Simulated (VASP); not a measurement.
TaN: relaxation of cell and atoms with PBE

The system is TaN.

```
Ta N
1.0
     2.95134    0.00000    0.00000
    -1.47567    2.55593    0.00000
     0.00000    0.00000    2.89604
Ta N
1 1
Direct
  0.66667 0.33333 0.50000
  0.33333 0.66667 0.00000
```

The cell comes from a database or a generator and needn't be the stable form of this composition.

The cell isn't the ideal one: Nb -> Ta on all its sites, in the parent's cell.

- Program: VASP 6.6.1
- Task: relaxation of cell and atoms
- Functional: PBE
- Potentials or basis: VASP PAW PBE potentials, release 64 (Ta_pv, N)
- Cutoff: 600 eV
- k mesh: 18 × 18 × 14
- Occupations: gaussian, width 0.1 eV
- Spin: no spin polarisation
- Dipole correction: no
- Further INCAR settings: ALGO = Fast; EDIFF = 1e-07; IBRION = 2; EDIFFG = -0.01; NSW = 80; ISIF = 3

The relaxed volume is 10.94 Å³/atom, the relaxed cell is a = 2.952 Å, b = 2.952 Å, c = 2.899 Å, α = 90.00°, β = 90.00°, γ = 120.00° and the space group after relaxing (to 0.05 Å) is P-6m2 (No. 187). The energy gained by relaxing is 0.0 meV/atom and the ionic steps are 3. The pressure after relaxing is 0.0 GPa and the band gap on the k mesh is none (metal or under the smearing width).

Stress tensor (GPa, compression positive):
```
-0.10  0.00  0.00
 0.00 -0.10  0.00
 0.00  0.00  0.13
```

Final structure:
```
CELL_PARAMETERS angstrom
2.95210 0.00000 0.00000
-1.47605 2.55659 0.00000
0.00000 0.00000 2.89903
ATOMIC_POSITIONS crystal
Ta 0.66667 0.33333 0.50000
N 0.33333 0.66667 0.00000
```

Levels at points of the mesh, in eV from the Fermi level:
```
           k point  band 6  band 7  band 8  band 9  band 10  band 11
(0.00, 0.00, 0.00)   -4.49   -4.14   -2.91    2.11     3.52     3.52
(0.50, 0.00, 0.00)   -5.12   -3.41   -3.15    2.96     3.94     5.14
(0.00, 0.00, 0.50)   -3.69   -3.69   -0.08   -0.08     2.35     3.30
(0.50, 0.00, 0.50)   -6.12   -5.59   -0.39    4.06     5.25     5.91
```

Wall time 95 s on 1 thread of AMD EPYC 9R45 96-Core Processor (Zen 5), on a shared host, peak memory 0.21 GiB.

The run has no spin-orbit coupling, so splittings on Ta are missing.
